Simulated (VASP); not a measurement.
CuI (Marshite): relaxation of cell and atoms with revTPSS

Crystal: CuI (Marshite).

```
CELL_PARAMETERS angstrom
0.00000 3.03150 3.03150
3.03150 0.00000 3.03150
3.03150 3.03150 0.00000
ATOMIC_POSITIONS crystal
I 0.00000 0.00000 0.00000
Cu 0.75000 0.75000 0.75000
```

```
Program                : VASP 6.6.1
Task                   : relaxation of cell and atoms
Functional             : revTPSS
Potentials or basis    : VASP PAW PBE potentials, release 64 (I, Cu)
Cutoff                 : 600 eV
k mesh                 : 8 × 8 × 8
Occupations            : gaussian, width 0.05 eV
Spin                   : no spin polarisation
Further INCAR settings : ALGO = Normal; EDIFF = 1e-06; IBRION = 2; EDIFFG = -0.005; NSW = 40; ISIF = 3
```

```json
{"Relaxed volume": "27.14 Å³/atom", "Relaxed cell": "a = 4.250 Å, b = 4.250 Å, c = 4.250 Å, α = 60.00°, β = 60.00°, γ = 60.00°", "Space group after relaxing (to 0.05 Å)": "F-43m (No. 216)", "Energy gained by relaxing": "2.5 meV/atom", "Ionic steps": "2", "Pressure after relaxing": "0.0 GPa", "Band gap on the k mesh": "1.35 eV, direct"}
```

Step by step:
```tsv
step	energy change (eV)	largest force (eV/Å)	pressure (GPa)	volume (Å³)
1	0.0000	0.0000	-1.03	55.72
2	-0.0050	0.0000	0.01	54.28
```

Final structure:
```
I Cu
1.0
     0.00000    3.00523    3.00523
     3.00523    0.00000    3.00523
     3.00523    3.00523    0.00000
I Cu
1 1
Direct
  0.00000 0.00000 0.00000
  0.75000 0.75000 0.75000
```

Levels at points of the mesh, in eV from the valence-band top:
| k point | band 6 | band 7 | band 8 | band 9 | band 10 | band 11 | band 12 | band 13 |
| --- | --- | --- | --- | --- | --- | --- | --- | --- |
| (0.00, 0.00, 0.00) | -1.93 | 0.00 | 0.00 | 0.00 | 1.35 | 4.96 | 4.96 | 4.96 |
| (0.50, 0.00, 0.00) | -1.90 | -1.86 | -0.75 | -0.75 | 2.30 | 5.47 | 5.47 | 7.38 |
| (0.50, 0.50, 0.00) | -1.86 | -1.83 | -1.58 | -1.58 | 2.64 | 2.95 | 9.49 | 10.09 |

It took 100 s on 1 thread of Intel(R) Xeon(R) 6975P-C (Granite Rapids), on a shared host, peak memory 0.24 GiB.

Caveat: the PAW data sets were made with another functional, which shifts forces and pressure a little; spin-orbit coupling is left out, which moves the levels of the heavy elements.
